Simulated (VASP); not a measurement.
# N (Pa-3) in VASP: a series of runs

One crystal, N, is run at these levels: PBE; tasks: single point, relaxation of cell and atoms.

All numbers are computed with VASP 6.6.1; they aren't measurements. Logs are shortened: lines on timing, memory, paths and dates and some standing lists are left out, and cuts for length are marked.

## Step 1: Starting point

The structure is cubic, space group Pa-3 (No. 205). Conventional cell: a = 6.079 Å, b = 6.079 Å, c = 6.079 Å, α = 90.00°, β = 90.00°, γ = 90.00°. Around N (site symmetry 3) lie 1 N at 1.10 Å.

## Step 2: Single point, PBE

File INCAR:

```
  PREC = Accurate
  ENCUT = 520
  EDIFF = 1E-6
  ISMEAR = 0
  SIGMA = 0.01
  LREAL = F
  LASPH = T
  NELM = 100
  ALGO = Normal
  ISIF = 2
  LWAVE = F
  LCHARG = T
  GGA = PE
  LELF = T
  LVHAR = T
  NBANDS = 30
```

File KPOINTS:

```
Automatic mesh
0
Gamma
  3 3 3
```

File POSCAR:

```
N
1.0
    6.0790159043      0.0000000000      0.0000000000
    0.0000000000      6.0790159043      0.0000000000
    0.0000000000      0.0000000000      6.0790159043
N
8
Direct
    0.0523229925      0.0523229925      0.0523229925
    0.4476770075      0.9476770075      0.5523229925
    0.5523229925      0.4476770075      0.9476770075
    0.9476770075      0.5523229925      0.4476770075
    0.9476770075      0.9476770075      0.9476770075
    0.5523229925      0.0523229925      0.4476770075
    0.4476770075      0.5523229925      0.0523229925
    0.0523229925      0.4476770075      0.5523229925
```

Potentials or basis: VASP PAW PBE potentials, release 64 (N).

Command:

```console
$ cat potpaw_PBE.64/N/POTCAR > POTCAR
$ mpirun -np 1 vasp_std > vasp.out
```

OUTCAR:

```text
PREC = Accurate
   ENCUT = 520
   EDIFF = 1E-6
   ISMEAR = 0
   LREAL = F
   LASPH = T
   NELM = 100
   ISIF = 2
   GGA = PE

 ion  position               nearest neighbor table
   1  0.052  0.052  0.052-   5 1.10
   2  0.448  0.948  0.552-   6 1.10
   3  0.552  0.448  0.948-   7 1.10
   4  0.948  0.552  0.448-   8 1.10
   5  0.948  0.948  0.948-   1 1.10
   6  0.552  0.052  0.448-   2 1.10
   7  0.448  0.552  0.052-   3 1.10
   8  0.052  0.448  0.552-   4 1.10

  LATTYP: Found a simple cubic cell.
 ALAT       =     6.0790159043

  Lattice vectors:

 A1 = (   6.0790159043,   0.0000000000,   0.0000000000)
 A2 = (   0.0000000000,   6.0790159043,   0.0000000000)
 A3 = (   0.0000000000,   0.0000000000,   6.0790159043)

Analysis of symmetry for initial positions (statically):
=====================================================================
 Subroutine PRICEL returns:
 Original cell was already a primitive cell.

 Routine SETGRP: Setting up the symmetry group for a
 simple cubic supercell.

 Subroutine GETGRP returns: Found 24 space group operations
 (whereof  6 operations were pure point group operations)
 out of a pool of 48 trial point group operations.

The static configuration has the point symmetry S_6 .
 The point group associated with its full space group is T_h .

Analysis of symmetry for dynamics (positions and initial velocities):
=====================================================================
 Subroutine PRICEL returns:
 Original cell was already a primitive cell.

 Routine SETGRP: Setting up the symmetry group for a
 simple cubic supercell.

 Subroutine GETGRP returns: Found 24 space group operations
 (whereof  6 operations were pure point group operations)
 out of a pool of 48 trial point group operations.

The dynamic configuration has the point symmetry S_6 .
 The point group associated with its full space group is T_h .

 Subroutine INISYM returns: Found 24 space group operations
 (whereof  6 operations are pure point group operations),
 and found     1 'primitive' translations

----------------------------------------------------------------------------------------

                                     Primitive cell

  volume of cell :     224.6466

  direct lattice vectors                    reciprocal lattice vectors
     6.079015904  0.000000000  0.000000000     0.164500310  0.000000000  0.000000000
[... 82 lines left out ...]
   NFREE  =      0    steps in history (QN), initial steepest desc. (CG)
   ISIF   =      2    stress and relaxation
   ISYM   =      2    0-nonsym 1-usesym 2-fastsym
   POTIM  = 0.5000    time-step for ionic-motion
   TEBEG  =    0.0;   TEEND  =   0.0 temperature during run
   PSTRESS=    0.0 pullay stress
   NELECT =      40.0000    total number of electrons
   NUPDOWN=      -1.0000    fix difference up-down
   EMIN   =  10.00;   EMAX   =-10.00  energy-range for DOS
   EFERMI =   0.00;   METHOD = LEGACY
   ISMEAR =     0;   SIGMA  =   0.01  broadening in eV -4-tet -1-fermi 0-gaus
   EFERMI_NEDOS =   21; number of points for ismear=-14 and -15
   IALGO  =     38    algorithm
   IMIX   =      4    mixing-type and parameters
     AMIX     =   0.40;   BMIX     =  1.00
     AMIX_MAG =   1.60;   BMIX_MAG =  1.00
  volume/ion in A,a.u.               =      28.08       189.50
  Fermi-wavevector in a.u.,A,eV,Ry     =   0.921004  1.740445 11.541121  0.848248
  Thomas-Fermi vector in A             =   2.046372
   LORBIT       =      0    0 simple, 1 ext, 2 COOP (PROOUT), +10 PAW based schemes
   GGA     = PE    functional components
   LHFCALC =     F    Hartree Fock is set to
   AEXX    =    0.0000 exact exchange contribution
   IVDW    =     0    specifies the selected vdW correction
   LEPSILON=     F    determine dielectric tensor
   LRPA    =     F    only Hartree local field effects (RPA)
 non-spin polarized calculation
 Gauss-broadening in eV      SIGMA  =   0.01
  energy-cutoff  :      520.00
  volume of cell :      224.65
 maximum number of plane-waves:      6052
 NGX is ok and might be reduce to    48
   NGX = 23   NGY = 23   NGZ = 23

 number of electron      40.0000015 magnetization

 Free energy of the ion-electron system (eV)
  ---------------------------------------------------
  ext. energy  EPLUGINS =         0.00000000
  ---------------------------------------------------
  free energy    TOTEN  =       -66.67496424 eV

  energy without entropy =      -66.67496424  energy(sigma->0) =      -66.67496424

 E-fermi :  -7.1985     XC(G=0):  -5.6972

 val. band max:       -7.3088052744   @ k =   0.3333   0.0000   0.0000
 cond. band min:       0.3069610297   @ k =   0.0000   0.0000   0.0000
 fundamental gap:      7.6157663041
 Fermi energy:        -7.1985360720

 k-point     1 :       0.0000    0.0000    0.0000
  band No.  band energies     occupation
      1     -25.5852      2.00000
      2     -25.5623      2.00000
      3     -25.5623      2.00000
      4     -25.5623      2.00000
      5     -10.7302      2.00000
      6     -10.7302      2.00000
[... 121 lines left out ...]
     29       3.8257      0.00000
     30       4.6050      0.00000

------------------------ aborting loop because EDIFF is reached ----------------------------------------

  FORCE on cell =-STRESS in cart. coord.  units (eV):
  Direction    XX          YY          ZZ          XY          YZ          ZX
  --------------------------------------------------------------------------------------
  -------------------------------------------------------------------------------------
  Total        2.3604905      2.3604905      2.3604905      0.0000000      0.0000000      0.0000000
  in kB       16.8349956     16.8349956     16.8349956      0.0000000      0.0000000      0.0000000
  external PRESSURE =      16.8349956 kB  Pullay stress =       0.0000000 kB

 VOLUME and BASIS-vectors are now :
 -----------------------------------------------------------------------------
  energy-cutoff  :      520.00
  volume of cell :      224.65
      direct lattice vectors                 reciprocal lattice vectors
     6.079015904  0.000000000  0.000000000     0.164500310  0.000000000  0.000000000
     0.000000000  6.079015904  0.000000000     0.000000000  0.164500310  0.000000000
     0.000000000  0.000000000  6.079015904     0.000000000  0.000000000  0.164500310

 POSITION                                       TOTAL-FORCE (eV/Angst)
 -----------------------------------------------------------------------------------
      0.31807      0.31807      0.31807         1.009829      1.009829      1.009829
      2.72144      5.76094      3.35758        -1.009829     -1.009829      1.009829
      3.35758      2.72144      5.76094         1.009829     -1.009829     -1.009829
      5.76094      3.35758      2.72144        -1.009829      1.009829     -1.009829
      5.76094      5.76094      5.76094        -1.009829     -1.009829     -1.009829
      3.35758      0.31807      2.72144         1.009829      1.009829     -1.009829
      2.72144      3.35758      0.31807        -1.009829      1.009829      1.009829
      0.31807      2.72144      3.35758         1.009829     -1.009829      1.009829
 -----------------------------------------------------------------------------------
    total drift:                                0.000000      0.000000      0.000000

  FREE ENERGIE OF THE ION-ELECTRON SYSTEM (eV)
  ---------------------------------------------------
  free  energy   TOTEN  =       -66.6749642448 eV

  energy  without entropy=      -66.6749642448  energy(sigma->0) =      -66.67496424
```

It took 14 s on 1 thread of Intel Xeon 6975P-C (Granite Rapids), shared host; peak memory 0.3 GiB.

Results:

| Item | Value |
| --- | --- |
| Free energy | -66.6750 eV |
| Pressure | 1.7 GPa |
| Largest force | 1.749 eV/Å |
| Band gap on the k mesh | 7.62 eV, indirect (least direct gap 7.62 eV) |

Forces on the atoms (eV/Å):
```
N    1.010  1.010  1.010
N   -1.010 -1.010  1.010
N    1.010 -1.010 -1.010
N   -1.010  1.010 -1.010
N   -1.010 -1.010 -1.010
N    1.010  1.010 -1.010
N   -1.010  1.010  1.010
N    1.010 -1.010  1.010
```

Caveat: the standard files for N, O and F lose accuracy on very short bonds; an odd mesh through Γ misses points on the zone boundary, where band edges often lie; forces of over 1 eV/Å show positions far from the minimum, so gaps and moduli don't describe the material at rest. A hybrid or GW would open this gap; PBE tends to underestimate it.

## Step 3: Relaxation of cell and atoms, PBE

This run uses another cell than the first one, of 21.49 Å³/atom, 0.765 times its volume.

File INCAR:

```
ALGO = Normal
EDIFF = 1E-6
EDIFFG = -0.01
ENCUT = 600
GGA = PE
IBRION = 2
ISIF = 3
ISMEAR = 0
LASPH = T
LCHARG = F
LREAL = F
LWAVE = F
NELM = 100
NSW = 80
PREC = Accurate
SIGMA = 0.01
```

File KPOINTS:

```
k-points
0
Gamma
  3 3 3
```

File POSCAR:

```
N
1.0
    5.5605176600      0.0000000000      0.0000000000
    0.0000000000      5.5605176600      0.0000000000
    0.0000000000      0.0000000000      5.5605176600
N
8
Direct
    0.0573973305      0.0573973305      0.0573973305
    0.4426026695      0.9426026695      0.5573973305
    0.5573973305      0.4426026695      0.9426026695
    0.9426026695      0.5573973305      0.4426026695
    0.9426026695      0.9426026695      0.9426026695
    0.5573973305      0.0573973305      0.4426026695
    0.4426026695      0.5573973305      0.0573973305
    0.0573973305      0.4426026695      0.5573973305
```

Potentials or basis: VASP PAW PBE potentials, release 64 (N).

Command:

```console
$ cat potpaw_PBE.64/N/POTCAR > POTCAR
$ mpirun -np 1 vasp_std > vasp.out
```

Wall time 80 s (1 thread of Intel Xeon 6975P-C (Granite Rapids), shared host); peak memory 0.31 GiB.

The run converged. Its results:

* Free energy: -66.6910 eV
* Relaxed volume: 25.75 Å³/atom
* Relaxed cell: a = 5.906 Å, b = 5.906 Å, c = 5.906 Å, α = 90.00°, β = 90.00°, γ = 90.00°
* Space group after relaxing (to 0.05 Å): Pa-3 (No. 205)
* Energy gained by relaxing: 8.0 meV/atom
* Ionic steps: 13
* Pressure after relaxing: 0.0 GPa
* Band gap on the k mesh: 7.41 eV, indirect (least direct gap 7.42 eV)

The path:
```tsv
step	energy change (eV)	largest force (eV/Å)	pressure (GPa)	volume (Å³)
1	0.0000	0.9751	1.89	171.93
2	2.4158	10.4651	-14.65	178.30
3	-0.0129	0.2256	0.25	172.32
4	-0.0133	0.0781	0.45	172.26
5	-0.0133	0.0522	0.49	172.25
6	-0.0180	0.0522	0.45	173.66
7	-0.0304	0.0444	0.37	177.91
8	-0.0487	0.0141	0.29	186.64
9	-0.0630	0.3054	0.38	204.92
10	-0.0643	0.0719	-0.07	206.14
11	-0.0644	0.0122	0.00	205.95
12	-0.0644	0.0181	0.00	205.97
13	-0.0644	0.0004	0.03	205.97
```

Final structure:
```
CELL_PARAMETERS angstrom
5.90562 0.00000 0.00000
0.00000 5.90562 0.00000
0.00000 0.00000 5.90562
ATOMIC_POSITIONS crystal
N 0.05439 0.05439 0.05439
N 0.44561 0.94561 0.55439
N 0.55439 0.44561 0.94561
N 0.94561 0.55439 0.44561
N 0.94561 0.94561 0.94561
N 0.55439 0.05439 0.44561
N 0.44561 0.55439 0.05439
N 0.05439 0.44561 0.55439
```

Levels at points of the mesh, in eV from the valence-band top:
```
           k point  band 16  band 17  band 18  band 19  band 20  band 21  band 22  band 23  band 24  band 25
(0.00, 0.00, 0.00)    -1.33    -0.67    -0.01    -0.01    -0.01     7.41     7.41     7.41     8.08     8.08
```

Caveat: the standard files for N, O and F lose accuracy on very short bonds; the volume moved by over 15 % at a fixed basis, so the end points are rough; an odd mesh through Γ misses points on the zone boundary, where band edges often lie.
